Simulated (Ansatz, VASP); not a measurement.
## CeO2 in VASP and in Ansatz

```xyz
3
Lattice="0.0000 2.7176 2.7176 2.7176 0.0000 2.7176 2.7176 2.7176 0.0000" Properties=species:S:1:pos:R:3 pbc="T T T"
Ce    0.0000    0.0000    0.0000
O     1.3588    1.3588    1.3588
O     4.0763    4.0763    4.0763
```

Alike in both runs: task single point; functional PBE; k mesh 12 × 12 × 12; occupations gaussian, width 0.05 eV; no spin polarisation; Hubbard terms Ce f U = 5.0 eV.

|  | VASP | Ansatz |
| --- | --- | --- |
| version | VASP 6.6.1 | Ansatz 0.2.0 |
| potentials or method | VASP PAW PBE potentials, release 64 (Ce, O) | scalar-relativistic, plane waves, PAW |
| plane-wave cutoff (eV) | 520 | 420 |
| valence electrons in the cell | 24 | 24 |

|  | VASP | Ansatz | Ansatz less VASP |
| --- | --- | --- | --- |
| gap on the k mesh at the Fermi level (eV) | 2.38 | 2.34 | -0.032 |
| least direct gap on the mesh (eV) | 2.58 | 2.50 | -0.079 |
| pressure (GPa) | 7.1 | 3.8 | -3.28 |

The programs project onto different local orbitals, so the same U acts differently.

Caveats: spin-orbit coupling is left out, which moves the levels of the heavy elements. A k mesh can miss the band edges. Spin polarisation is off, so any magnetic state and its effect on volume and gap are missing.
